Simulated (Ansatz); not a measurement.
# Equation of state of Cu under RPBE

```cif
data_structure
_symmetry_space_group_name_H-M 'Fm-3m'
_symmetry_Int_Tables_number 225
_cell_length_a 3.6150
_cell_length_b 3.6150
_cell_length_c 3.6150
_cell_angle_alpha 90.000
_cell_angle_beta 90.000
_cell_angle_gamma 90.000
_cell_volume 47.24
loop_
_atom_site_label
_atom_site_type_symbol
_atom_site_symmetry_multiplicity
_atom_site_Wyckoff_symbol
_atom_site_fract_x
_atom_site_fract_y
_atom_site_fract_z
_atom_site_occupancy
Cu1 Cu 4 a 0.00000 0.00000 0.00000 1
```

The cell was scaled at fixed shape and fractions and run with Ansatz, Ansatz PAW, cutoff 420 eV; RPBE, k mesh 13 × 13 × 13 on the cell of 1 atom, fermi-dirac occupations of 0.05 eV, no spin polarisation, no spin-orbit coupling. The potentials were made for PBE. Energies are those that the program minimises, any entropy of the smearing included. For a metal such a mesh isn't converged to the digits shown.

```tsv
V (Å³/atom)	energy over the lowest row (meV/atom)
11.1018	63.51
11.3380	?
11.5742	22.96
11.8104	10.84
12.0466	3.35
12.2828	0.00
12.5190	0.33
```

Question: Fit the third-order Birch-Murnaghan form, give V0, B0 and B′, and predict the energy left open.

Answer: With y = (V0/V)^(2/3), E = E0 + (9 V0 B0/16) [(y - 1)³ B′ + (y - 1)² (6 - 4y)]. Least squares through the rows shown give V0 = 12.3775 Å³/atom, E0 = -0.29 meV, B0 = 124.7 GPa (1 eV/Å³ = 160.218 GPa) and B′ = 5.07, with a largest miss of 0.03 meV. At V = 11.3380 the form with these constants gives 40.28 meV; the run gave 40.32 meV an atom. Measured volume: 11.81 Å³/atom at 298 K (a printed reference work), so the fit lies +4.8 % from it. The runs are for a static lattice.
